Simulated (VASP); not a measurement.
# SiMo3 (P6_3/mmc) in VASP: notebook

One crystal, SiMo3, is run at these levels: PBE; tasks: relaxation of cell and atoms.

Everything below comes from runs of VASP 6.6.1. Logs are shortened: lines on timing, memory, paths and dates and some standing lists are left out, and cuts for length are marked.

**1. Starting point**

The structure is hexagonal, space group P6_3/mmc (No. 194). Conventional cell: a = 5.811 Å, b = 5.811 Å, c = 4.433 Å, α = 90.00°, β = 90.00°, γ = 120.00°. Si (site symmetry -6m2) has 12 Mo at 2.78 to 2.91 Å as nearest neighbours. Mo (site symmetry mm2) is surrounded by 8 Mo at 2.77 to 2.92 Å and 4 Si at 2.78 to 2.91 Å.

The cell was built by a generator and needn't be a form met in nature.

**2. Relaxation of cell and atoms, PBE**

INCAR

```
  ALGO = Fast
  EDIFF = 1E-4
  EDIFFG = -0.08
  ENCUT = 520
  GGA = PE
  IBRION = 2
  ISIF = 3
  ISMEAR = 0
  LASPH = True
  LCHARG = False
  LREAL = False
  LWAVE = False
  NELM = 60
  NSW = 24
  PREC = Normal
  SIGMA = 0.15
```

KPOINTS

```
k-points
0
Gamma
  4 4 4
```

POSCAR

```
SiMo3
1.0
    5.8105928300      0.0000000000      0.0000000000
   -2.9052964200      5.0321210100      0.0000000000
    0.0000000000      0.0000000000      4.4328132500
Si Mo
2 6
Direct
    0.3333333300      0.6666666700      0.2500000000
    0.6666666700      0.3333333300      0.7500000000
    0.8341037800      0.6682075500      0.2500000000
    0.1658962200      0.8341037800      0.7500000000
    0.6682075500      0.8341037800      0.7500000000
    0.3317924500      0.1658962200      0.2500000000
    0.8341037800      0.1658962200      0.2500000000
    0.1658962200      0.3317924500      0.7500000000
```

Potentials or basis: VASP PAW PBE potentials, release 64 (Si, Mo_sv).

Command:

```bash
cat potpaw_PBE.64/Si/POTCAR potpaw_PBE.64/Mo_sv/POTCAR > POTCAR
mpirun -np 1 vasp_std > vasp.out
```

OUTCAR:

```text
EDIFF = 1E-4
   EDIFFG = -0.08
   ENCUT = 520
   GGA = PE
   IBRION = 2
   ISIF = 3
   ISMEAR = 0
   LASPH = True
   LREAL = False
   NELM = 60
   NSW = 24
   PREC = Normal

 ion  position               nearest neighbor table
   1  0.333  0.667  0.250-   5 2.78   5 2.78   4 2.78   4 2.78   8 2.78   8 2.78   3 2.91   6 2.91
                             7 2.91   7 2.91   3 2.91   6 2.91
   2  0.667  0.333  0.750-   6 2.78   6 2.78   7 2.78   7 2.78   3 2.78   3 2.78   8 2.91   5 2.91
                             4 2.91   4 2.91   8 2.91   5 2.91
   3  0.834  0.668  0.250-   4 2.77   4 2.77   5 2.77   5 2.77   2 2.78   2 2.78   6 2.89   7 2.89
                             1 2.91   1 2.91   6 2.92   7 2.92
   4  0.166  0.834  0.750-   3 2.77   3 2.77   6 2.77   6 2.77   1 2.78   1 2.78   5 2.89   8 2.89
                             2 2.91   2 2.91   5 2.92   8 2.92
   5  0.668  0.834  0.750-   7 2.77   7 2.77   3 2.77   3 2.77   1 2.78   1 2.78   4 2.89   8 2.89
                             2 2.91   2 2.91   4 2.92   8 2.92
   6  0.332  0.166  0.250-   4 2.77   4 2.77   8 2.77   8 2.77   2 2.78   2 2.78   7 2.89   3 2.89
                             1 2.91   1 2.91   7 2.92   3 2.92
   7  0.834  0.166  0.250-   8 2.77   8 2.77   5 2.77   5 2.77   2 2.78   2 2.78   6 2.89   3 2.89
                             1 2.91   1 2.91   6 2.92   3 2.92
   8  0.166  0.332  0.750-   7 2.77   7 2.77   6 2.77   6 2.77   1 2.78   1 2.78   5 2.89   4 2.89
                             2 2.91   2 2.91   5 2.92   4 2.92

  LATTYP: Found a hexagonal cell.
 ALAT       =     5.8105928300
 C/A-ratio  =     0.7628848518

  Lattice vectors:

 A1 = (   5.8105928300,   0.0000000000,   0.0000000000)
 A2 = (  -2.9052964200,   5.0321210100,   0.0000000000)
 A3 = (   0.0000000000,   0.0000000000,   4.4328132500)

Analysis of symmetry for initial positions (statically):
=====================================================================
 Subroutine PRICEL returns:
 Original cell was already a primitive cell.

 Routine SETGRP: Setting up the symmetry group for a
 hexagonal supercell.

 Subroutine GETGRP returns: Found 24 space group operations
 (whereof 12 operations were pure point group operations)
 out of a pool of 24 trial point group operations.

The static configuration has the point symmetry D_3d.
 The point group associated with its full space group is D_6h.

Analysis of symmetry for dynamics (positions and initial velocities):
=====================================================================
 Subroutine PRICEL returns:
 Original cell was already a primitive cell.

 Routine SETGRP: Setting up the symmetry group for a
 hexagonal supercell.

 Subroutine GETGRP returns: Found 24 space group operations
 (whereof 12 operations were pure point group operations)
 out of a pool of 24 trial point group operations.

The dynamic configuration has the point symmetry D_3d.
 The point group associated with its full space group is D_6h.

 Subroutine INISYM returns: Found 24 space group operations
 (whereof 12 operations are pure point group operations),
 and found     1 'primitive' translations

----------------------------------------------------------------------------------------

                                     Primitive cell

  volume of cell :     129.6137

  direct lattice vectors                    reciprocal lattice vectors
     5.810592830  0.000000000  0.000000000     0.172099479  0.099361681  0.000000000
    -2.905296420  5.032121010  0.000000000     0.000000000  0.198723361  0.000000000
     0.000000000  0.000000000  4.432813250     0.000000000  0.000000000  0.225590374

  length of vectors
     5.810592830  5.810592840  4.432813250     0.198723361  0.198723361  0.225590374

  position of ions in fractional coordinates (direct lattice)
     0.333333330  0.666666670  0.250000000
     0.666666670  0.333333330  0.750000000
     0.834103780  0.668207550  0.250000000
     0.165896220  0.834103780  0.750000000
     0.668207550  0.834103780  0.750000000
     0.331792450  0.165896220  0.250000000
     0.834103780  0.165896220  0.250000000
     0.165896220  0.331792450  0.750000000

  ion indices of the primitive-cell ions
   primitive index   ion index
                 1           1
                 2           2
                 3           3
                 4           4
                 5           5
                 6           6
                 7           7
                 8           8

----------------------------------------------------------------------------------------

 KPOINTS: k-points

Automatic generation of k-mesh.
 Grid dimensions read from file:
 generate k-points for:    4    4    4

 Generating k-lattice:

  Cartesian coordinates                     Fractional coordinates (reciprocal lattice)
     0.043024870  0.024840420  0.000000000     0.250000000  0.000000000  0.000000000
     0.000000000  0.049680840  0.000000000     0.000000000  0.250000000  0.000000000
     0.000000000  0.000000000  0.056397594     0.000000000  0.000000000  0.250000000

  Length of vectors
     0.049680840  0.049680840  0.056397594

  Shift w.r.t. Gamma in fractional coordinates (k-lattice)
     0.000000000  0.000000000  0.000000000

 Subroutine IBZKPT returns following result:
 ===========================================

 Found     12 irreducible k-points:

 Following reciprocal coordinates:
            Coordinates               Weight
  0.000000  0.000000  0.000000      1.000000
  0.250000  0.000000  0.000000      6.000000
  0.500000  0.000000  0.000000      3.000000
  0.250000  0.250000  0.000000      6.000000
  0.000000  0.000000  0.250000      2.000000
  0.250000  0.000000  0.250000     12.000000
  0.500000  0.000000  0.250000      6.000000
  0.250000  0.250000  0.250000     12.000000
  0.000000  0.000000  0.500000      1.000000
  0.250000  0.000000  0.500000      6.000000
  0.500000  0.000000  0.500000      3.000000
  0.250000  0.250000  0.500000      6.000000
   k-points           NKPTS =     12   k-points in BZ     NKDIM =     12   number of bands    NBANDS=     55
   number of dos      NEDOS =    301   number of ions     NIONS =      8
   total plane-waves  NPLWV =  28672
   dimension x,y,z NGX =    32 NGY =   32 NGZ =   28
   dimension x,y,z NGXF=    64 NGYF=   64 NGZF=   56
   ions per type =               2   6
   NGX,Y,Z   is equivalent  to a cutoff of   9.16,  9.16, 10.50 a.u.
   NGXF,Y,Z  is equivalent  to a cutoff of  18.31, 18.31, 21.00 a.u.
 SYSTEM =  unknown system
   PREC   = normal    normal or accurate (medium, high low for compatibility)
   ISTART =      0    job   : 0-new  1-cont  2-samecut
   ICHARG =      2    charge: 1-file 2-atom 10-const
   ISPIN  =      1    spin polarized calculation?
   LNONCOLLINEAR =      F non collinear calculations
   LSORBIT =      F    spin-orbit coupling
   LASPH  =      T    aspherical Exc in radial PAW
   ENCUT  =  520.0 eV  38.22 Ry    6.18 a.u.  10.80 10.80  8.24*2*pi/ulx,y,z
   NELM   =     60;   NELMIN=  2; NELMDL= -5     # of ELM steps
   EDIFF  = 0.1E-03   stopping-criterion for ELM
   LREAL  =      F    real-space projection
   EDIFFG = -.8E-01   stopping-criterion for IOM
   NSW    =     24    number of steps for IOM
   IBRION =      2    ionic relax: 0-MD 1-quasi-New 2-CG
   NFREE  =      1    steps in history (QN), initial steepest desc. (CG)
   ISIF   =      3    stress and relaxation
   ISYM   =      2    0-nonsym 1-usesym 2-fastsym
   POTIM  = 0.5000    time-step for ionic-motion
   TEBEG  =    0.0;   TEEND  =   0.0 temperature during run
   PSTRESS=    0.0 pullay stress
   NELECT =      92.0000    total number of electrons
   NUPDOWN=      -1.0000    fix difference up-down
   EMIN   =  10.00;   EMAX   =-10.00  energy-range for DOS
   EFERMI =   0.00;   METHOD = LEGACY
   ISMEAR =     0;   SIGMA  =   0.15  broadening in eV -4-tet -1-fermi 0-gaus
   EFERMI_NEDOS =   21; number of points for ismear=-14 and -15
   IALGO  =     68    algorithm
   IMIX   =      4    mixing-type and parameters
     AMIX     =   0.40;   BMIX     =  1.00
     AMIX_MAG =   1.60;   BMIX_MAG =  1.00
  volume/ion in A,a.u.               =      16.20       109.33
  Fermi-wavevector in a.u.,A,eV,Ry     =   1.460339  2.759641 29.015662  2.132591
  Thomas-Fermi vector in A             =   2.576800
   LORBIT       =      0    0 simple, 1 ext, 2 COOP (PROOUT), +10 PAW based schemes
   GGA     = PE    functional components
   LHFCALC =     F    Hartree Fock is set to
   AEXX    =    0.0000 exact exchange contribution
   IVDW    =     0    specifies the selected vdW correction
   LEPSILON=     F    determine dielectric tensor
   LRPA    =     F    only Hartree local field effects (RPA)
 conjugate gradient relaxation of ions
 non-spin polarized calculation
 RMM-DIIS sequential band-by-band and
 Gauss-broadening in eV      SIGMA  =   0.15
  energy-cutoff  :      520.00
  volume of cell :      129.61
 maximum number of plane-waves:      3514
   NGX = 21   NGY = 21   NGZ = 17

--------------------------------------- Ionic step        1  -------------------------------------------

 number of electron      92.0000003 magnetization

 Free energy of the ion-electron system (eV)
  ---------------------------------------------------
  ext. energy  EPLUGINS =         0.00000000
  ---------------------------------------------------
  free energy    TOTEN  =       -75.96584069 eV

  energy without entropy =      -75.87229800  energy(sigma->0) =      -75.91906935

------------------------ aborting loop because EDIFF is reached ----------------------------------------

  FORCE on cell =-STRESS in cart. coord.  units (eV):
  Direction    XX          YY          ZZ          XY          YZ          ZX
  --------------------------------------------------------------------------------------
  -------------------------------------------------------------------------------------
  Total      -15.9853644    -15.9853644     -0.7002550      0.0000000      0.0000000      0.0000000
  in kB     -197.5978283   -197.5978289     -8.6559718      0.0000002      0.0000000      0.0000000
  external PRESSURE =    -134.6172097 kB  Pullay stress =       0.0000000 kB
[... 107 lines left out ...]
  FREE ENERGIE OF THE ION-ELECTRON SYSTEM (eV)
  ---------------------------------------------------
  free  energy   TOTEN  =       -76.7650337326 eV

  energy  without entropy=      -76.7101305280  energy(sigma->0) =      -76.73758213

[... ionic steps 4 to 8 ...]

--------------------------------------- Ionic step        9  -------------------------------------------

 number of electron      92.0000009 magnetization

------------------------ aborting loop because EDIFF is reached ----------------------------------------
[... 79 lines left out ...]
--------------------------------------- Ionic step       11  -------------------------------------------

 number of electron      92.0000018 magnetization

 Free energy of the ion-electron system (eV)
  ---------------------------------------------------
  ext. energy  EPLUGINS =         0.00000000
  ---------------------------------------------------
  free energy    TOTEN  =       -77.14375565 eV

  energy without entropy =      -77.08902825  energy(sigma->0) =      -77.11639195

 E-fermi :  12.0945     XC(G=0): -12.9571

 val. band max:       12.0317671608   @ k =   0.5000   0.0000   0.2500
 cond. band min:      12.1262722865   @ k =   0.2500   0.0000   0.2500
 fundamental gap:      0.0945051257
 Fermi energy:        12.0944865250

 k-point     1 :       0.0000    0.0000    0.0000
  band No.  band energies     occupation
      1     -48.7816      2.00000
      2     -48.6223      2.00000
      3     -48.5641      2.00000
      4     -48.5641      2.00000
      5     -48.4876      2.00000
      6     -48.4876      2.00000
[... 720 lines left out ...]
  FREE ENERGIE OF THE ION-ELECTRON SYSTEM (eV)
  ---------------------------------------------------
  free  energy   TOTEN  =       -77.1437556465 eV

  energy  without entropy=      -77.0890282459  energy(sigma->0) =      -77.11639195

 reached required accuracy - stopping structural energy minimisation
```

Run time: 4 min. Hardware: 1 thread of Intel Xeon 6975P-C (Granite Rapids), shared host; peak memory 0.21 GiB.

What came out:

```yaml
Free_energy: -77.1438 eV
Relaxed_volume: 15.03 Å³/atom
Relaxed_cell: a = 5.443 Å, b = 5.443 Å, c = 4.686 Å, α = 90.00°, β = 90.00°, γ = 120.00°
Space_group_after_relaxing_to_0.05_Å: P6_3/mmc (No. 194)
Energy_gained_by_relaxing: 147.2 meV/atom
Ionic_steps: 11
Pressure_after_relaxing: -0.3 GPa
Largest_force_after_relaxing: 0.006 eV/Å
Band_gap_on_the_k_mesh: none (metal or under the smearing width)
```

Forces on the atoms (eV/Å):
```
Si   0.000  0.000  0.000
Si   0.000  0.000  0.000
Mo   0.000 -0.006  0.000
Mo   0.005 -0.003  0.000
Mo  -0.005 -0.003  0.000
Mo   0.005  0.003  0.000
Mo  -0.005  0.003  0.000
Mo   0.000  0.006  0.000
```

Step by step:
```csv
step,energy change (eV),largest force (eV/Å),pressure (GPa),volume (Å³)
1,0.0000,0.2894,-13.46,129.61
2,0.5910,0.9297,41.62,105.38
3,-0.7992,0.0888,4.73,118.24
4,-1.1512,0.2650,2.53,119.06
5,-1.1632,0.2226,2.46,118.97
6,-1.1460,0.0512,-4.49,122.36
7,-1.1760,0.1032,-0.19,120.33
8,-1.1760,0.0996,-0.17,120.35
9,-1.1679,0.0201,-2.16,121.35
10,-1.1759,0.1001,-0.33,120.38
11,-1.1779,0.0063,-0.29,120.23
```

Final structure:
```yaml
crystal:
  lattice:
    - [5.44323, 0.00000, 0.00000]
    - [-2.72161, 4.71398, 0.00000]
    - [0.00000, 0.00000, 4.68558]
  atoms:
    - { symbol: Si, position: [0.33333, 0.66667, 0.25000] }
    - { symbol: Si, position: [0.66667, 0.33333, 0.75000] }
    - { symbol: Mo, position: [0.83373, 0.66745, 0.25000] }
    - { symbol: Mo, position: [0.16627, 0.83373, 0.75000] }
    - { symbol: Mo, position: [0.66745, 0.83373, 0.75000] }
    - { symbol: Mo, position: [0.33255, 0.16627, 0.25000] }
    - { symbol: Mo, position: [0.83373, 0.16627, 0.25000] }
    - { symbol: Mo, position: [0.16627, 0.33255, 0.75000] }
```

Caveat: the relaxation stopped at a loose force limit of 0.08 eV/Å, so its end isn't a converged minimum.

(Part 1 of 3 ends here.)
